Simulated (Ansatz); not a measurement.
**Compressing AlRu**

Level of theory: DFT PBEsol, scalar-relativistic, plane waves, PAW in Ansatz. Settings: 420 eV cutoff, 14×14×14 k-mesh, Gaussian smearing of 0.10 eV, no spin polarisation.

Reference structure (relaxed):

```yaml
crystal:
  lattice:
    - [2.97631, 0.00000, 0.00000]
    - [0.00000, 2.97631, 0.00000]
    - [0.00000, 0.00000, 2.97631]
  atoms:
    - { symbol: Al, position: [0.00000, 0.00000, 0.00000] }
    - { symbol: Ru, position: [0.50000, 0.50000, 0.50000] }
```

Cell and atoms are relaxed at each pressure within the symmetry of the start, at zero temperature, so transitions that lower the symmetry aren't seen. The k-mesh given is that at zero pressure and may differ at others. a, b and c are the lengths of the cell vectors above.

```tsv
P (GPa)	V (Å³/atom)	V/V0	a (Å)	b (Å)	c (Å)
-1	13.24	1.005	2.981	2.981	2.981
0	13.18	1.000	2.976	2.976	2.976
1	13.12	0.995	2.972	2.972	2.972
4	12.95	0.982	2.959	2.959	2.959
12	12.55	0.952	2.928	2.928	2.928
25	12.01	0.911	2.885	2.885	2.885
50	11.22	0.851	2.821	2.821	2.821
90	10.34	0.784	2.745	2.745	2.745
```

Task: What bulk modulus and pressure derivative fit these points?

Result: A third-order Birch–Murnaghan fit gives B0 = 220 GPa and B0' = 4.3.